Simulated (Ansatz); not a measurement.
Input file of a DFT run on CO2 with Ansatz:

```yaml
crystal:
  lattice:
    - [-1.9955424873, 1.9955424873, 3.011177319]
    - [1.9955424873, -1.9955424873, 3.011177319]
    - [1.9955424873, 1.9955424873, -3.011177319]
  atoms:
    - { symbol: C, position: [0.0, 0.0, 0.0] }
    - { symbol: C, position: [0.75, 0.25, 0.5] }
    - { symbol: O, position: [0.375, 0.2893122308, 0.4143122308] }
    - { symbol: O, position: [0.7106877692, 0.125, 0.0856877692] }
    - { symbol: O, position: [0.875, 0.9606877692, 0.5856877692] }
    - { symbol: O, position: [0.0393122308, 0.625, 0.9143122308] }
basis:
  ecutwfc: 420
  ecutrho_ratio: 4
kpoints:
  mp_grid: { grid: [10, 10, 10] }
hamiltonian:
  xc: pbe
scf:
  occupations: { method: gaussian, width: 0.05 }
output:
  forces: true
  stress: true
  eigenvalues: true
relax:
  f_tol: 0.01
  max_steps: 40
  cell: { stress_tol: 0.1, fix: [volume] }
```

Launched as:
```sh
ansatz run input.yaml --threads 4 --pin off --max-ram 7168MiB --backend cpu --events-out ev --progress --plain --runs-dir out
```

The chain of runs began from a measured cell (COD), expanded in volume. The relaxation kept the space group but changed the cell's proportions, one axis by 6 % at equal volume, so the results may not describe the measured structure.

What the program printed, in part:

```
Pseudopotentials: kind: paw
Pseudopotential: C, paw, valence charge 4, recommended cutoff 420 eV (normal), C.paw.azcp
Pseudopotential: O, paw, valence charge 6, recommended cutoff 420 eV (normal), O.paw.azcp
Crystal: 6 atoms, lattice volume = 47.964 Å³
Basis set: ecut = 420 eV, 919 PW (Γ), exchange–correlation on 60×60×60 points (8 copies of the dense FFT grid, shifted against one another)
Bands: 22, of which v1, the nominal top of the filled ones, is band 16 counted from 1 (15 counted from 0)
Symmetry: 8 space group operations
Space group: I-42d (ITA 122), of the structure as read, at distance tolerance 3.6e-5 Å
k-points: 102 of 1000 (time reversal used)
Initial density: superposition of atomic densities (neutral atoms: chi_scale 0, normalization atom), corrected by the library's trained network
Initial wavefunctions: pseudopotential atomic-orbital guess
Functional: x = pbe(κ = 0.804, μ = 0.21951), c = pbe(β = 0.06672)
```

```
SCF iter   1: F=—  HF=-2766.889751 eV  |F-HF|=—  |Δ(HF+E_count)|=         —  Δρ=5.90e-3  dr2=1.05e-2  ethr=1.77e-3  ⟨swp⟩=5.9  Hψ=10011  notcnv=0
SCF iter   2: F=—  HF=-2766.889927 eV  |F-HF|=—  |Δ(HF+E_count)|=   1.76e-4  Δρ=2.98e-3  dr2=1.58e-3  ethr=3.27e-5  ⟨swp⟩=2.0  Hψ=4701  notcnv=0  defer=204
SCF iter   3: F=—  HF=-2766.890011 eV  |F-HF|=—  |Δ(HF+E_count)|=   8.41e-5  Δρ=1.33e-3  dr2=1.84e-4  ethr=4.94e-6  ⟨swp⟩=2.1  Hψ=3298  notcnv=0  defer=204
SCF iter   4: F=—  HF=-2766.890272 eV  |F-HF|=—  |Δ(HF+E_count)|=   2.60e-4  Δρ=3.55e-4  dr2=1.37e-5  ethr=5.75e-7  ⟨swp⟩=2.8  Hψ=3798  notcnv=0  defer=204
SCF iter   5: F=—  HF=-2766.890296 eV  |F-HF|=—  |Δ(HF+E_count)|=   2.41e-5  Δρ=3.92e-5  dr2=1.90e-7  ethr=4.28e-8  ⟨swp⟩=2.9  Hψ=4061  notcnv=0  defer=204
SCF iter   6: F=-2766.890296 eV  HF=-2766.890296 eV  |F-HF|=3.26e-9  |Δ(HF+E_count)|=   5.91e-7  Δρ=2.64e-6  dr2=1.25e-9  ethr=3.13e-10  ⟨swp⟩=8.2  Hψ=10120  notcnv=0
SCF 1 converged in 6 iterations: F = -2766.890296 eV  dr2 = 1.25e-9
relax step   1: F+E_penalty+E_count = -2766.89029619 eV  Δ(F+E_penalty+E_count) = +0.000e0 eV  max|allowed force component| = 2.621e-1 eV/Å  Δτ_max = 0.0000 Å  P = -4.908 GPa  Ω = 47.964 Å³  fix = [volume]  reactions: volume -4.908 GPa  (6 SCF iters, dr2 threshold 1.00e-7 eV, accepted)
SCF iter   1: F=—  HF=-2766.895683 eV  |F-HF|=—  |Δ(HF+E_count)|=         —  Δρ=2.89e-3  dr2=1.44e-3  ethr=4.36e-6  ⟨swp⟩=2.3  Hψ=13396  notcnv=0
SCF iter   2: F=—  HF=-2766.895278 eV  |F-HF|=—  |Δ(HF+E_count)|=   4.05e-4  Δρ=1.08e-3  dr2=1.86e-4  ethr=4.36e-6  ⟨swp⟩=2.0  Hψ=3550  notcnv=0
...
SCF 2 converged in 5 iterations: F = -2766.895262 eV  dr2 = 2.22e-7
SCF 3 converged in 5 iterations: F = -2766.897105 eV  dr2 = 2.59e-7
...
SCF iter   3: F=—  HF=-2766.897053 eV  |F-HF|=—  |Δ(HF+E_count)|=   1.82e-6  Δρ=8.91e-6  dr2=2.04e-8  ethr=2.78e-10  ⟨swp⟩=2.8  Hψ=4421  notcnv=0
SCF iter   4: F=—  HF=-2766.897053 eV  |F-HF|=—  |Δ(HF+E_count)|=   1.61e-8  Δρ=1.69e-6  dr2=3.99e-10  ethr=6.37e-11  ⟨swp⟩=2.0  Hψ=3465  notcnv=0
SCF iter   5: F=-2766.897053 eV  HF=-2766.897053 eV  |F-HF|=2.32e-11  |Δ(HF+E_count)|=   1.67e-9  Δρ=3.31e-7  dr2=1.26e-11  ethr=1.00e-12  ⟨swp⟩=4.0  Hψ=7412  notcnv=0
SCF 4 converged in 5 iterations: F = -2766.897053 eV  dr2 = 1.26e-11
```

```
SCF converged after 5 iterations
Free energy (F): -2766.897053 eV
E sigma→0 (E₀):  -2766.897053 eV
Fermi energy:    8.535894 eV
--- Forces (eV/Å), atoms counted from 1 ---
  atom   1  C      0.00000000     0.00000000     0.00000000
  atom   2  C      0.00000000     0.00000000     0.00000000
  atom   3  O     -0.00339154     0.00000000     0.00000000
  atom   4  O      0.00000000     0.00339154     0.00000000
  atom   5  O      0.00339154     0.00000000     0.00000000
  atom   6  O      0.00000000    -0.00339154     0.00000000
--- Stress (GPa, compression-positive) ---
       -2.699720       0.000000       0.000000
        0.000000      -2.699720       0.000000
        0.000000       0.000000      -2.581305
  P = ⅓ Tr σ = -2.6602 GPa (-26.602 kbar)
--- Relaxed structure (3 steps of the walk, 3 accepted, 1 SCFs on fresh bases) ---
  F+E_penalty+E_count = -2766.89705289 eV   max|allowed force component| = 3.392e-3 eV/Å   (the final SCF, on the basis selected at the relaxed cell)
  cell:  # Å, volume = 47.9643 Å³
    - [-2.00013, 2.00013, 2.99739]
    - [2.00013, -2.00013, 2.99739]
    - [2.00013, 2.00013, -2.99739]
  atoms:
    - { symbol: C, position: [0.00000, 0.00000, 0.00000] }
    - { symbol: C, position: [0.75000, 0.25000, 0.50000] }
    - { symbol: O, position: [0.37500, 0.28597, 0.41097] }
    - { symbol: O, position: [0.71403, 0.125, 0.08903] }
    - { symbol: O, position: [0.87500, 0.96403, 0.58903] }
    - { symbol: O, position: [0.03597, 0.625, 0.91097] }
```

In short (PBE): energy lowered by 1.1 meV/atom, pressure -2.7 GPa, gap on the mesh 7.66 eV.

Cost: 14 s on 4 threads of Arm Neoverse V1 (shared host), peak memory 0.45 GiB.

Kohn–Sham gaps of semilocal functionals lie under measured ones, often by a third or more.
